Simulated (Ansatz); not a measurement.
This cell of InN (zinc blende) is off equilibrium:

```yaml
crystal:
  lattice:
    - [0.00000, 4.99920, 4.99920]
    - [2.49960, 2.49960, 4.99920]
    - [2.49960, 2.49960, 0.00000]
  atoms:
    - { symbol: N, position: [0.00000, 0.75000, 0.75000] }
    - { symbol: N, position: [0.50000, 0.75000, 0.75000] }
    - { symbol: In, position: [0.00000, 0.01800, 0.98200] }
    - { symbol: In, position: [0.50000, 0.98200, 0.01800] }
```

Level of theory: r2SCAN (plane waves to 500 eV, PAW, scalar-relativistic; Ansatz, a first-principles code). k mesh 11×11×11 (Γ-centred), Fermi-Dirac smearing 0.05 eV. Stress and pressure are positive under compression. With partly filled bands, energies and forces of such displacements shift with the k mesh and the smearing. At this level the bands of InN touch or barely overlap; measurements give the solid a gap. InN was relaxed with its symmetry unable to fall.

Q: What forces act on the atoms (eV/Å, Cartesian)?

A: 
| atom | Fx | Fy | Fz |
|---|---|---|---|
| N1 | 0.000 | 0.000 | 0.000 |
| N2 | 0.000 | 0.000 | 0.000 |
| In3 | 0.000 | 0.000 | -2.033 |
| In4 | 0.000 | 0.000 | 2.033 |

Q: Give the stress tensor in GPa and the pressure.

A: 
```
    1.3      0.0      0.0
    0.0      1.3      0.0
    0.0      0.0     -0.5
```
The pressure, a third of the trace, is 0.7 GPa.

(For displaced atoms, the force is minus the slope of the energy, and its curvature is a force constant, which sets phonon frequencies.)
